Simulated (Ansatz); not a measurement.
**Is this NaH6 stable against decomposition?**

All numbers below come from DFT PBE, scalar-relativistic, plane waves, PAW in Ansatz 0.2.0. All cells share a 420 eV cutoff and Γ-centred k meshes spaced at most about 0.3 Å⁻¹ (about 0.25 or finer for metals, 2π included). No spin polarisation.

Formation energies are uncorrected and refer to the elements' standard structures at the same level (H₂ as a molecule).

All energies are static (0 K, no zero-point motion). With hydrogen, zero-point motion can shift formation energies by some tens of meV/atom.

The competitors are the elements and 1 reference phase of this chemical system (from databases or known types: NaH), relaxed at the same level; other known phases may be missing.

The candidate was reached from: YbB6 type (Pm-3m).

```xyz
7
Lattice="4.0335 0.0000 0.0000 0.0000 4.0335 0.0000 0.0000 0.0000 4.0335" Properties=species:S:1:pos:R:3 pbc="T T T"
Na    0.0000    0.0000    0.0000
H     0.4067    2.0168    2.0168
H     2.0168    0.4067    2.0168
H     3.6268    2.0168    2.0168
H     2.0168    3.6268    2.0168
H     2.0168    2.0168    0.4067
H     2.0168    2.0168    3.6268
```

Question: Is it stable, and against what?

Answer: Not stable. Its formation energy is 0.209 eV/atom. The lowest competing mixture at this composition is this:

| phase | space group | source | share of atoms | ΔE_f (eV/atom) |
| --- | --- | --- | --- | --- |
| H₂ gas | - | element | 0.7143 | 0.000 |
| NaH | Fm-3m (No. 225) | COD | 0.2857 | -0.196 |

The mixture lies at -0.056 eV/atom, and the candidate lies 0.27 eV/atom above it (0.26 eV/atom from unrounded values). The candidate matches no cell in the subsets of the Crystallography Open Database and the Materials Project at hand. Such a cell could exist only far from equilibrium. It holds H–H pairs (shortest 0.81 Å).
